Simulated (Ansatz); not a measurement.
# CsH: a single-point run

Wanted: a converged single-point run for CsH, and a check of what comes out. The structure is shown as the input types it. The cell is built on a prototype (zincblende) and needn't be the phase found in nature.

Method: density functional or hybrid calculation with the settings of its input, plane waves (as first typed), in Ansatz 0.2.0.

2 further runs of the same task are left out: 1 for a known fault of the program, 1 that didn't finish.

### Step 1. The structure to begin with

It takes space group F-43m (No. 216, cubic). The conventional cell has a = 6.990 Å, b = 6.990 Å, c = 6.990 Å, α = 90.00°, β = 90.00°, γ = 90.00°. Cs (site symmetry -43m) has 4 H at 3.03 Å as nearest neighbours. H (site symmetry -43m) is surrounded by 4 Cs at 3.03 Å.

Coordinates:

```
CELL_PARAMETERS angstrom
0.00000 3.49517 3.49517
3.49517 0.00000 3.49517
3.49517 3.49517 0.00000
ATOMIC_POSITIONS crystal
Cs 0.00000 0.00000 0.00000
H 0.25000 0.25000 0.25000
```

### Step 2. The run

The input, input.yaml:

```yaml
crystal:
  lattice:
    - [0.0, 3.4951746506, 3.4951746506]
    - [3.4951746506, 0.0, 3.4951746506]
    - [3.4951746506, 3.4951746506, 0.0]
  atoms:
    - { symbol: Cs, position: [0.0, 0.0, 0.0] }
    - { symbol: H, position: [0.25, 0.25, 0.25] }
kpoints:
  mp_grid: { grid: [4, 4, 4] }
hamiltonian:
  xc: pbe
scf:
  occupations: { method: fixed }
  n_extra_bands: 4
  max_iter: 50
output:
  forces: true
  stress: true
  eigenvalues: true
basis:
  ecutwfc: 160
```

Run with:

```bash
ansatz run input.yaml --threads 4 --pin off --max-ram 3686MiB --backend cpu --events-out ev --progress --plain --runs-dir out
```

What happens when this is run?

This run ends as converged, with warnings (cutoff below recommended). Its log warns: «basis.ecutwfc = 160 eV is below the records' recommended 420 eV ...»

In the input, basis.ecutwfc is 160. The basis cutoff is far too low: the plane waves can't represent the orbitals near the cores. The potentials' recommended cutoff is 420 eV.

Run again and compare: delete basis.ecutwfc (the default then holds).
